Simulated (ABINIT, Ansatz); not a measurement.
**A GW run on BaS (Fm-3m) in ABINIT, with inputs changed**

Aim: change inputs of a GW run on BaS (Fm-3m) and see what moves.

Main program and level: ABINIT 10.8.3; PBE and many-body steps on it, plane waves.

Report form: the programs' logs are mostly left out.

## Step 1: The structure

Symmetry: Fm-3m, No. 225, cubic system. The conventional cell has a = 6.388 Å, b = 6.388 Å, c = 6.388 Å, α = 90.00°, β = 90.00°, γ = 90.00°. Nearest to Ba lie 6 S at 3.19 Å. Nearest to S lie 6 Ba at 3.19 Å. Farther neighbours and most contacts between anions are not listed.

As a file:

```cif
data_structure
_symmetry_space_group_name_H-M 'Fm-3m'
_symmetry_Int_Tables_number 225
_cell_length_a 6.3875
_cell_length_b 6.3875
_cell_length_c 6.3875
_cell_angle_alpha 90.000
_cell_angle_beta 90.000
_cell_angle_gamma 90.000
_cell_volume 260.61
loop_
_atom_site_label
_atom_site_type_symbol
_atom_site_symmetry_multiplicity
_atom_site_Wyckoff_symbol
_atom_site_fract_x
_atom_site_fract_y
_atom_site_fract_z
_atom_site_occupancy
Ba1 Ba 4 a 0.00000 0.00000 0.00000 1
S1 S 4 b 0.50000 0.00000 0.00000 1
```

The cell and positions come from the Crystallography Open Database and are kept as given unless a step says otherwise. Spin-orbit coupling is left out unless a step names it.

## Step 2: Screening, 4×4×4 mesh, 490 bands, screening to 283 eV

This step: ABINIT 10.8.3; RPA screening on PBE, plane waves, norm-conserving pseudopotentials.

The RPA dielectric matrix is built and inverted for each q.

Input file run.abi:

```
acell 3*1.0 Angstrom
rprim 
  0.000000000000 3.193750000000 3.193750000000
  3.193750000000 0.000000000000 3.193750000000
  3.193750000000 3.193750000000 0.000000000000
ntypat 2
znucl 56 16
natom 2
typat 1 2
xred 
  0.000000000000 0.000000000000 0.000000000000
  0.500000000000 0.500000000000 0.500000000000
pp_dirpath "pseudos"
pseudos "Ba.upf, S.upf"
ecut 20
ngkpt 4 4 4
nshiftk 1
shiftk 0 0 0
kptopt 1
chksymbreak 0
istwfk *1
occopt 1
irdwfk 1
optdriver 3
nband 490
ecuteps 10.4
inclvkb 2
awtr 1
symchi 1
indata_prefix "in"
outdata_prefix "out"
tmpdata_prefix "tmp"
```

Started as:

```bash
> OMP_NUM_THREADS=1 mpirun -n 4 abinit run.abi > log
```

Elapsed: 5.6 min, on 4 MPI ranks of Arm Neoverse V1, shared host; peak memory 2.3 GiB.

Numbers from this step:

```yaml
eps_infinity_with_local_fields_on_this_mesh_along_the_program_s_q_direction: 4.738
the_same_without_local_fields: 5.590
plasma_frequency: 18.40 eV
plane_waves_in_the_screening_matrix: 725
```

Local fields lower ε∞ by 15 %.

## Step 3: Base

The self-energy is evaluated for the states that the input lists, and the levels follow from it, in one-shot runs by the linearised quasiparticle equation.

This step: G0W0 on PBE, plane waves, norm-conserving pseudopotentials.

Edit run.abi of step 2 so:

```diff
@@ -23,8 +23,17 @@
 irdwfk 1
-optdriver 3
+optdriver 4
 nband 490
+gwcalctyp 0
+ecutsigx 20
+symsigma 1
+nkptgw 2
+kptgw 
+  0.0000000000 0.0000000000 0.0000000000
+  0.5000000000 0.5000000000 0.0000000000
+bdgw 
+  6 12
+  7 10
 ecuteps 10.4
-inclvkb 2
-awtr 1
-symchi 1
+irdscr 1
+ppmodel 1
 indata_prefix "in"
```

Run time: 5.3 min. Hardware: 4 MPI ranks; peak memory 3.1 GiB.

This step gave:

* G0W0 gap on the points computed: 3.609 eV
* starting gap on the mesh: 2.146 eV
* k of the valence top: 0, 0, 0
* k of the conduction bottom: 0.5, 0.5, 0
* Z at the valence top: 0.767
* Z at the conduction bottom: 0.824
* least direct G0W0 gap on the computed points: 3.746 eV

The gap on the mesh goes from 2.15 eV to 3.61 eV, a correction of +1.46 eV.

## Step 4: Broadening of the poles

Edit run.abi of step 3 so:

```diff
@@ -38,2 +38,3 @@
 ppmodel 1
+zcut 1.0 eV
 indata_prefix "in"
```

Elapsed: 5.3 min, on 4 MPI ranks; peak memory 3.1 GiB; 21 min of CPU time.

This step gave:

- G0W0 gap on the points computed: 3.613 eV
- starting gap on the mesh: 2.146 eV
- k of the valence top: 0, 0, 0
- k of the conduction bottom: 0.5, 0.5, 0
- Z at the valence top: 0.769
- Z at the conduction bottom: 0.824
- least direct G0W0 gap on the computed points: 3.752 eV

Against G0W0 in ABINIT (4×4×4 mesh, 490 bands, screening to 283 eV, Godby-Needs plasmon pole), the gap moves by +0.004 eV.

## Step 5: A keyword of another program

Edit run.abi of step 4 so:

```diff
@@ -38,3 +38,3 @@
 ppmodel 1
-zcut 1.0 eV
+ecut_chi 100
 indata_prefix "in"
```

Elapsed: 0.7 s, on 4 MPI ranks; peak memory 0.05 GiB.

The run stopped with an error after 0.7 s.

The program's words: Found token: `ECUT_CHI` in the input file. This name is not one of the registered input variable names (see Action: check your input file. Perhaps you mistyped the input variable, or specified "img", although this was not permitted for this input variable.

The fault put into this input: a keyword of another program.

## Step 6: The runs together

Times are wall times on 4 MPI ranks of Arm Neoverse V1, shared host, good to a factor of about two. A run's time includes the screening step that it read.

| run | mesh | bands | screening cutoff (eV) | DFT gap (eV) | gap on the mesh (eV) | direct (eV) | ε∞ used | time |
| --- | --- | --- | --- | --- | --- | --- | --- | --- |
| base | 4×4×4 | 490 | 283 | 2.146 | 3.609 | 3.746 | 4.74 | 11 min |
| broadening of the poles | 4×4×4 | 490 | 283 | 2.146 | 3.613 | 3.752 | 4.74 | 11 min |

## Step 7: What came out

```yaml
base: 3.609 eV
broadening_of_the_poles: 3.613 eV
known_limits: not at the basis limit; no spin-orbit coupling
```

**Reading.** Broadening of the poles: +0.004 eV against base (keys changed: zcut). Bands and cutoff are finite, so the gap is not at the basis limit. The miss can reach some tenths of an eV and take either sign; the mesh is an error of its own. In the G0W0 runs levels were corrected at 2 k points alone, so a gap called «on the mesh» is the least over those, and an edge elsewhere would be missed. The many-body steps are scalar-relativistic: spin-orbit coupling is not in them.

[Paths, hosts, dates, memory and timing lines, banners, echoed tables and standing remarks are left out of the program output.]

[Logs are printed without paths, hosts, clocks, repeated set-up lines and the standing remarks that a program may print on its own settings, such as how far it seeks lower states.]

[Runs of the session that timed out or met a known fault of the program may be left out.]

[Hosts, paths, dates, database ids (printed as entryN), source tags and the programs' standing remarks are cut or masked in the printed files.]

[G0W0 gaps are taken among the corrected bands and points alone; a level outside them can change the order at an edge.]

[Where Ansatz stands beside ABINIT at settings called matched, ABINIT's density can come from a denser mesh and the files from another edition; pairs whose starting gaps differed by over 0.03 eV were left out, so agreement reads better than it is.]
